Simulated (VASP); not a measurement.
Write the native input for VASP 6.6.1 that does the following.

- Task: single point
- Functional: PBE
- Potentials or basis: VASP PAW PBE potentials, release 64 (V_sv)
- Cutoff: 520 eV
- k mesh: 22 × 22 × 22
- Occupations: gaussian, width 0.1 eV
- Spin: no spin polarisation
- Dipole correction: no
- Further INCAR settings: ALGO = Normal; EDIFF = 1e-07; NBANDS = 12

The structure of V lies in POSCAR:

```
V
1.0
    2.4476714571      0.0000000000      0.0000000000
    0.0000000000      2.4476714571      0.0000000000
    0.0000000000      0.0000000000      2.4476714571
V
1
Direct
    0.0000000000      0.0000000000      0.0000000000
```

The cell was built by a generator and needn't be a form met in nature.

One way to write it, as run:

INCAR

```
SYSTEM = V
PREC = Accurate
ENCUT = 520
EDIFF = 1E-7
ISMEAR = 0
SIGMA = 0.1
LREAL = .FALSE.
LASPH = .TRUE.
NELM = 60
ALGO = Normal
ISIF = 2
LWAVE = .FALSE.
LCHARG = .FALSE.
GGA = PE
NBANDS = 12
```

KPOINTS

```
Automatic mesh
0
G
  22 22 22
  0 0 0
```

Potentials or basis: VASP PAW PBE potentials, release 64 (V_sv).

Command:

```sh
$ cat potpaw_PBE.64/V_sv/POTCAR > POTCAR
$ mpirun -np 1 vasp_std > vasp.out
```

Results of the run:

| Quantity | Value |
| --- | --- |
| Pressure | 0.3 GPa |
| Band gap on the k mesh | none (metal or under the smearing width) |

Wall time 19 s on 1 thread of AMD EPYC 9R45 96-Core Processor (Zen 5), on a shared host, peak memory 0.14 GiB.
